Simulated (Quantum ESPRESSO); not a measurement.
NiO2: changing the choice of potentials or basis

It takes space group P-3m1 (No. 164, trigonal). The conventional cell has a = 2.799 Å, b = 2.799 Å, c = 4.618 Å, α = 90.00°, β = 90.00°, γ = 120.00°. Ni (site symmetry -3m) is surrounded by 6 O at 1.88 Å. Around O (site symmetry 3m) lie 3 Ni at 1.88 Å.

The cell comes from a database or a generator and needn't be the stable form of this composition.

Kept alike: task band structure; functional PBEsol; k mesh 11 × 11 × 6; occupations fermi-dirac, width 0.05 eV; collinear spin, ferromagnetic start. Program: Quantum ESPRESSO. Cutoffs run from 612 to 1415 eV. The mesh is that of the run's cell of 3 atoms. No spin-orbit coupling.

```csv
choice of potentials or basis,band gap (eV),pressure (GPa)
GBRV 1.5 PBEsol,0.924,-4.14
PseudoDojo 0.4 SR PBEsol stringent,0.813,-4.73
PseudoDojo 0.4.1 SR PBEsol standard,0.813,-4.83
```

Pressure is positive in compression; the values hold the error of the finite cutoff, so their zero can differ a little from the energy's minimum. The moments vanished: the runs ended non-magnetic. Gaps are the smaller of the mesh's and the band path's.

**Question.** What does the choice of potentials or basis change here?

**Answer.** The band gap runs from 0.813 (PseudoDojo 0.4 SR PBEsol stringent; PseudoDojo 0.4.1 SR PBEsol standard) to 0.924 eV (GBRV 1.5 PBEsol). The pressure runs from -4.83 (PseudoDojo 0.4.1 SR PBEsol standard) to -4.14 GPa (GBRV 1.5 PBEsol).
